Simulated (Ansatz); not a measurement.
**BN: stress in a strained cell**

Aim: deform BN (equal xx and yy strain of +2 %) and compute stress, forces and field gradients with LAPW, PAW and all-electron datasets made for the crystal.

Program: Ansatz 0.2.0. Level of theory: DFT PBEsol, scalar-relativistic. These are calculated values, not measurements.

## 1. The structure to begin with

Symmetry: P6_3/mmc, No. 194, hexagonal system. Conventional cell: a = 2.504 Å, b = 2.504 Å, c = 6.661 Å, α = 90.00°, β = 90.00°, γ = 120.00°. Around B (site symmetry -6m2) lie 3 N at 1.45 Å. N (site symmetry -6m2) has 3 B at 1.45 Å in its first shell of neighbours.

Structure file:

```
CELL_PARAMETERS angstrom
2.50399 0.00000 0.00000
-1.25200 2.16852 0.00000
0.00000 0.00000 6.66120
ATOMIC_POSITIONS crystal
B 0.33333 0.66667 0.25000
B 0.66667 0.33333 0.75000
N 0.33333 0.66667 0.75000
N 0.66667 0.33333 0.25000
```

Atoms are numbered in the order of the input: B1, B2, N3, N4.

## 2. After the deformation

Space group P6_3/mmc before, P6_3/mmc after.

## 3. Full-potential LAPW

Input file input.yaml:

```yaml
crystal:
  lattice:
    - [2.5540715384, 0.0, 0.0]
    - [-1.2770357692, 2.2118908353, 0.0]
    - [0.0, 0.0, 6.6612]
  atoms:
    - { symbol: B, position: [0.3333333333, 0.6666666667, 0.25] }
    - { symbol: B, position: [0.6666666667, 0.3333333333, 0.75] }
    - { symbol: "N", position: [0.3333333333, 0.6666666667, 0.75] }
    - { symbol: "N", position: [0.6666666667, 0.3333333333, 0.25] }
kpoints:
  mp_grid: { grid: [11, 11, 4] }
  band_path:
    path:
      - [0.0, 0.0, 0.0]
      - [0.5, 0.0, 0.0]
      - [0.3333333333, 0.3333333333, 0.0]
      - [0.0, 0.0, 0.0]
      - [0.0, 0.0, 0.5]
      - [0.5, 0.0, 0.5]
      - [0.3333333333, 0.3333333333, 0.5]
      - [0.0, 0.0, 0.5]
      - [0.5, 0.0, 0.5]
    npoints: 5
scf:
  occupations: { method: fermi_dirac, width: 0.03 }
hamiltonian:
  xc: pbesol
  pseudopotentials: { kind: all_electron, lapw: { basis_error: 0.0005 } }
output:
  forces: true
  stress: true
  eigenvalues: true
```

The run is started by

```bash
$ ansatz run input.yaml --threads 1 --pin off --max-ram 4096MiB --backend cpu --events-out ev --progress --plain --runs-dir out
```

The program printed, cut to the lines that bear on the results:

```text
LAPW: plane waves up to 12.000 Å⁻¹, error target 5.0e-4 eV per atom; small_component_spin mean_spin; B in spheres of 0.698 Å, 5 of its electrons in bands, Dirac shells []; N in spheres of 0.777 Å, 7 of its electrons in bands, Dirac shells []
[...]
Pseudopotentials: kind: all_electron
Pseudopotential: B, LAPW, valence charge 5, Koelling and Harmon's equation, gaussian nucleus
Pseudopotential: N, LAPW, valence charge 7, Koelling and Harmon's equation, gaussian nucleus
Functional definition: PBEsol
[...]
Crystal: 4 atoms, lattice volume = 37.631 Å³
Basis set: ecut = 548.5918859609307 eV, 1081 PW (Γ), exchange–correlation at level 2
Bands: 16, of which v1, the nominal top of the filled ones, is band 12 counted from 1 (11 counted from 0)
Symmetry: 24 space group operations
Space group: P63/mmc (ITA 194), of the structure as read, at distance tolerance 3.4e-5 Å
k-points: 48 of 484
[...]
SCF iter   1: F=—  HF=-4323.454180 eV  |F-HF|=—  |Δ(HF+E_count)|=         —  Δρ=1.43e-1  dr2=7.65e0  ethr=3.18e-2  ⟨swp⟩=2.2  Hψ=5507  notcnv=0
[...]
the basis was enlarged: its passes take 137.0 KiB over the memory plan, 1 of 1 planned eigensolver slots
[...]
SCF iter   7: F=-4320.310040 eV  HF=-4320.310040 eV  |F-HF|=7.01e-10  |Δ(HF+E_count)|=   2.08e-7  Δρ=1.61e-6  dr2=7.41e-10  ethr=7.36e-10  ⟨swp⟩=3.0  Hψ=1986  notcnv=0
[...]
NSCF: frozen V_eff on 41 k-points
SCF converged after 7 iterations
Free energy (F): -4320.310040 eV
[...]
E sigma→0 (E₀):  -4320.310040 eV
Fermi energy:    6.566866 eV
[...]
--- Forces (eV/Å), atoms counted from 1 ---
  atom   1  B     -0.00000000     0.00000000    -0.00000000
  atom   2  B      0.00000000    -0.00000000     0.00000000
  atom   3  N      0.00000000     0.00000000    -0.00000000
  atom   4  N     -0.00000000    -0.00000000     0.00000000
[...]
--- Stress (GPa, compression-positive) ---
      -19.400151       0.000000       0.000000
        0.000000     -19.400151       0.000000
        0.000000       0.000000       0.730524
  P = ⅓ Tr σ = -12.6899 GPa (-126.899 kbar)
--- Band table (eV; the first three rows and the last of 48) ---
  k-point 0: bands = ["-368.5944", "-368.5944", "-166.4782", "-166.4782", "-12.9476", "-12.6455", "-1.5284", "0.6590", "3.0855", "3.0855", "3.1261", "3.1261", "9.4902", "14.3909", "15.4827", "15.4827"]
[...]
```

It took 21 s on 1 thread of Arm Neoverse V2, shared host; peak memory 0.42 GiB.

This run gives: pressure -12.69 GPa; gap 4.05 eV, indirect from M–K to M.

## 4. Frozen-core PAW

Input file input.yaml:

```yaml
crystal:
  lattice:
    - [2.5540715384, 0.0, 0.0]
    - [-1.2770357692, 2.2118908353, 0.0]
    - [0.0, 0.0, 6.6612]
  atoms:
    - { symbol: B, position: [0.3333333333, 0.6666666667, 0.25] }
    - { symbol: B, position: [0.6666666667, 0.3333333333, 0.75] }
    - { symbol: "N", position: [0.3333333333, 0.6666666667, 0.75] }
    - { symbol: "N", position: [0.6666666667, 0.3333333333, 0.25] }
kpoints:
  mp_grid: { grid: [11, 11, 4] }
scf:
  occupations: { method: fermi_dirac, width: 0.03 }
hamiltonian:
  xc: pbesol
  pseudopotentials: { kind: paw }
output:
  forces: true
  stress: true
  eigenvalues: true
  efg: { contact_densities: true }
  write_density: true
  write_potential: true
  elf: true
  volumetric_format: npy
```

The run is started by

```bash
$ ansatz run input.yaml --threads 1 --pin off --max-ram 4096MiB --backend cpu --events-out ev --progress --plain --runs-dir out
```

The program printed, cut to the lines that bear on the results:

```text
[...]
Pseudopotentials: kind: paw
Pseudopotential: B, paw, valence charge 3, recommended cutoff 420 eV (normal)
Pseudopotential: N, paw, valence charge 5, recommended cutoff 420 eV (normal)
[... 1 set-up line as earlier in the session ...]
[...]
Crystal: 4 atoms, lattice volume = 37.631 Å³
Basis set: ecut = 420 eV, 737 PW (Γ), exchange–correlation on 36×36×90 points (8 copies of the dense FFT grid, shifted against one another)
Bands: 12, of which v1, the nominal top of the filled ones, is band 8 counted from 1 (7 counted from 0)
[... 2 set-up lines as earlier in the session ...]
k-points: 48 of 484
[...]
SCF iter   1: F=—  HF=-1067.470680 eV  |F-HF|=—  |Δ(HF+E_count)|=         —  Δρ=9.03e-3  dr2=2.71e-2  ethr=1.77e-3  ⟨swp⟩=6.3  Hψ=3534  notcnv=0
[...]
        0.000000       0.000000       0.716633
  P = ⅓ Tr σ = -12.6713 GPa (-126.713 kbar)
--- PAW observables at the nuclei: V_zz in 10²¹ V/m², potentials from the cell's mean, atoms counted from 1 ---
  atom   1  B  V_zz =    +2.687210   η = 0.0000   by run symmetry: allowed
            electrostatic potential = -321.286072 V   contact ρ = 481.926077 e/Å³
  atom   2  B  V_zz =    +2.687210   η = 0.0000   by run symmetry: allowed
            electrostatic potential = -321.286072 V   contact ρ = 481.926077 e/Å³
  atom   3  N  V_zz =    -0.702246   η = 0.0000   by run symmetry: allowed
            electrostatic potential = -511.140580 V   contact ρ = 1401.203435 e/Å³
  atom   4  N  V_zz =    -0.702246   η = 0.0000   by run symmetry: allowed
            electrostatic potential = -511.140580 V   contact ρ = 1401.203435 e/Å³
--- Band table (eV; the first three rows and the last of 48) ---
  k-point 0: bands = ["-13.1272", "-12.8248", "-1.7087", "0.4787", "2.9103", "2.9103", "2.9509", "2.9509", "9.3068", "14.2096", "15.3181", "15.3181"]
[...]
```

Run time: 2 s. Hardware: 1 thread of Arm Neoverse V2, shared host; peak memory 0.31 GiB.

Read from it: pressure -12.67 GPa; gap on the k mesh 4.14 eV; Vzz B1 2.69 (η = 0.00), N3 -0.70 (η = 0.00) (10²¹ V/m²).

Density in a lattice plane of the grid's cell (edges 2.55 and 6.66 Å, at 0.333 of the third edge), which holds B and N.

Values in e/Å³, 12 rows by 6 columns:
```
0.09 0.10 0.10 0.10 0.10 0.10
0.46 0.47 0.47 0.46 0.40 0.45
0.92 0.97 0.96 0.84 0.35 0.83
0.46 0.47 0.47 0.46 0.40 0.45
0.09 0.10 0.10 0.10 0.10 0.10
0.03 0.03 0.03 0.04 0.04 0.04
0.09 0.07 0.10 0.16 0.20 0.16
0.46 0.28 0.47 1.14 1.76 1.12
0.93 0.51 0.96 2.78 3.62 2.77
0.46 0.28 0.47 1.14 1.76 1.12
0.09 0.07 0.10 0.16 0.20 0.16
0.03 0.03 0.03 0.04 0.04 0.04
```
Columns run along the first of these edges and rows up along the second, over one cell in 6 and 12 even steps from the bottom left corner. Atoms in the plane (fractional): B at (0.67, 0.75), N at (0.67, 0.25).

ELF in the same plane.

Ten even steps from '0' (0.01) to '9' (0.82):
```
1111000000
4444332233
7667653246
8878851037
9889850028
8878851037
7667653246
4444332233
1111000000
0000000000
1000123321
4213578876
7436899999
8547996589
9548972169
8547996589
7436899999
4213578876
1000123321
0000000000
```
Columns run along the first of these edges and rows up along the second, over one cell in 10 and 20 even steps from the bottom left corner. Atoms in the plane (fractional): B at (0.67, 0.75), N at (0.67, 0.25).

Both are smooth fields of the valence electrons: close to the nuclei they are not physical.

Maxima of ELF outside the ion cores: 0.92 on the N–B line, 0.8 Å from N.

## 5. All-electron PAW on datasets made for the crystal

Changes to input.yaml since step 4:

```diff
@@ -16,3 +16,3 @@
   xc: pbesol
-  pseudopotentials: { kind: paw }
+  pseudopotentials: { kind: all_electron, datasets: crystal }
 output:
@@ -22,5 +22 @@
   efg: { contact_densities: true }
-  write_density: true
-  write_potential: true
-  elf: true
-  volumetric_format: npy
```

The run is started by

```bash
$ ansatz run input.yaml --threads 1 --pin off --max-ram 4096MiB --backend cpu --events-out ev --progress --plain --runs-dir out
```

The program printed, cut to the lines that bear on the results:

```text
[...]
[... 1 set-up line as earlier in the session ...]
Pseudopotential: B, paw, valence charge 5, recommended cutoff 540 eV (normal), Koelling and Harmon's equation, gaussian nucleus
Pseudopotential: N, paw, valence charge 5, recommended cutoff 540 eV (normal), Koelling and Harmon's equation, gaussian nucleus
[... 1 set-up line as earlier in the session ...]
[...]
Crystal: 4 atoms, lattice volume = 37.631 Å³
Basis set: ecut = 540 eV, 1069 PW (Γ), exchange–correlation on 40×40×108 points (8 copies of the dense FFT grid, shifted against one another)
Bands: 12, of which v1, the nominal top of the filled ones, is band 8 counted from 1 (7 counted from 0)
[... 2 set-up lines as earlier in the session ...]
k-points: 48 of 484
[...]
        0.000000       0.000000       0.732875
  P = ⅓ Tr σ = -12.6903 GPa (-126.903 kbar)
  It holds what live shells' own plane waves past their cutoff add
--- PAW observables at the nuclei: V_zz in 10²¹ V/m², potentials from the cell's mean, atoms counted from 1 ---
  atom   1  B  V_zz =    +2.757749   η = 0.0000   by run symmetry: allowed
            electrostatic potential = -320.536709 V   contact ρ = 481.941680 e/Å³
  atom   2  B  V_zz =    +2.757749   η = 0.0000   by run symmetry: allowed
            electrostatic potential = -320.536709 V   contact ρ = 481.941680 e/Å³
  atom   3  N  V_zz =    -0.535053   η = 0.0000   by run symmetry: allowed
            electrostatic potential = -510.334050 V   contact ρ = 1401.444104 e/Å³
  atom   4  N  V_zz =    -0.535053   η = 0.0000   by run symmetry: allowed
            electrostatic potential = -510.334050 V   contact ρ = 1401.444104 e/Å³
--- Band table (eV; the first three rows and the last of 48) ---
  k-point 0: bands = ["-12.9476", "-12.6455", "-1.5284", "0.6589", "3.0854", "3.0854", "3.1260", "3.1260", "9.4905", "14.3911"]
[...]
```

It took 6 s on 1 thread of Arm Neoverse V2, shared host; peak memory 0.47 GiB.

Read from it: pressure -12.69 GPa; gap on the k mesh 4.13 eV; Vzz B1 2.76 (η = 0.00), N3 -0.54 (η = 0.00) (10²¹ V/m²).

## 6. Side by side

Stress (GPa, compression positive):

```
          method      xx      yy    zz    yz    xz    xy
            LAPW  -19.40  -19.40  0.73  0.00  0.00  0.00
             PAW  -19.37  -19.37  0.72  0.00  0.00  0.00
crystal datasets  -19.40  -19.40  0.73  0.00  0.00  0.00
```

| method | pressure (GPa) | gap on the k mesh (eV) | Vzz B1 (10²¹ V/m²) | Vzz N3 (10²¹ V/m²) | SCF cycles, by the record's count |
| --- | --- | --- | --- | --- | --- |
| LAPW | -12.69 | 4.13 | – | – | 7 |
| PAW | -12.67 | 4.14 | 2.69 | -0.70 | 6 |
| crystal datasets | -12.69 | 4.13 | 2.76 | -0.54 | 8 |

## 7. Outcome

```
                                 quantity                                                 value
                                 pressure  LAPW -12.69, PAW -12.67, crystal datasets -12.69 GPa
largest shear or deviatoric stress (LAPW)                                             13.42 GPa
```

The largest part of the stress beyond the pressure is 13.42 GPa in size, in the zz component; the atoms are carried along and not relaxed. No run of the undeformed cell stands beside it, so pressure and stress hold what the given cell had before the change, as far as its symmetry allows. PAW: stress within 0.04 GPa of LAPW. Crystal datasets: stress within 0.01 GPa of LAPW.
